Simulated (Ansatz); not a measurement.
**How far is PAW off for O?**

```yaml
crystal:
  lattice:
    - [1.42335, 0.82177, 3.40830]
    - [-1.42335, 0.82177, 3.40830]
    - [0.00000, -1.64354, 3.40830]
  atoms:
    - { symbol: O, position: [0.05770, 0.05770, 0.05770] }
    - { symbol: O, position: [0.94230, 0.94230, 0.94230] }
```

Atom numbers follow the list: O1, O2.

The geometry is COD entry 2106431, unchecked; take it as a test cell.

Solid oxygen carries moments on its molecules; these runs leave spin out.

Levels of theory: DFT, PBE, PAW with Ansatz's default frozen-core files, scalar-relativistic (Ansatz 0.2.0); DFT, PBE, all-electron LAPW, scalar-relativistic (Ansatz 0.2.0).

For PAW: a Γ-centred 10×10×10 k mesh, Fermi–Dirac smearing of 0.02 eV, cutoff 420 eV, no spin polarisation. LAPW targets a basis error of 0.5 meV/atom. The Ansatz runs share mesh, smearing and spin set-up. Plane-wave (PAW) pressures include the program's estimate of the Pulay term.

Stress and pressure are positive in compression.

Levels count from the Fermi level.

PAW results:

```
                       quantity     PAW
                 pressure (GPa)    5.29
                stress xx (GPa)   -5.90
                stress zz (GPa)   27.69
          force on O1, z (eV/Å)   2.594
highest filled level at S2 (eV)  -0.178
  lowest empty level at S2 (eV)  10.655
 highest filled level at L (eV)  -0.736
   lowest empty level at L (eV)   0.064
highest filled level at H2 (eV)  -0.076
  lowest empty level at H2 (eV)  10.560
```

Question: What does all-electron LAPW give for the same quantities?

Answer: 
| quantity | LAPW |
| --- | --- |
| pressure (GPa) | 5.36 |
| stress xx (GPa) | -5.92 |
| stress zz (GPa) | 27.90 |
| force on O1, z (eV/Å) | 2.628 |
| highest filled level at S2 (eV) | -0.178 |
| lowest empty level at S2 (eV) | 10.730 |
| highest filled level at L (eV) | -0.738 |
| lowest empty level at L (eV) | 0.064 |
| highest filled level at H2 (eV) | -0.076 |
| lowest empty level at H2 (eV) | 10.634 |
